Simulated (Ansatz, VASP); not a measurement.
## One calculation of Pd, two programs

```xyz
1
Lattice="0.0000 1.9449 1.7893 1.9449 0.0000 1.7893 1.9449 1.9449 0.0000" Properties=species:S:1:pos:R:3 pbc="T T T"
Pd    0.0000    0.0000    0.0000
```

Change from the starting cell: strain +0.000 along x and y, -0.080 along z, atoms carried along.

Alike in both runs: task single point; functional LDA; k mesh 20 × 20 × 20; occupations gaussian, width 0.15 eV; no spin polarisation.

|  | VASP | Ansatz |
| --- | --- | --- |
| version | VASP 6.6.1 | Ansatz 0.2.0 |
| potentials or method | VASP PAW LDA potentials, release 64 (Pd) | scalar-relativistic, plane waves, PAW |
| plane-wave cutoff (eV) | 520 | 420 |
| valence electrons in the cell | 10 | 18 |

```csv
,VASP,Ansatz,Ansatz less VASP
gap on the k mesh at the Fermi level (eV),none,none,-
pressure (GPa),12.1,11.8,-0.31
largest component of the traceless stress (GPa),2.79,2.83,+0.038
```

A gap of «none» marks a metal or a gap that the smearing closes. The two sets of potentials don't hold the same shells in valence.
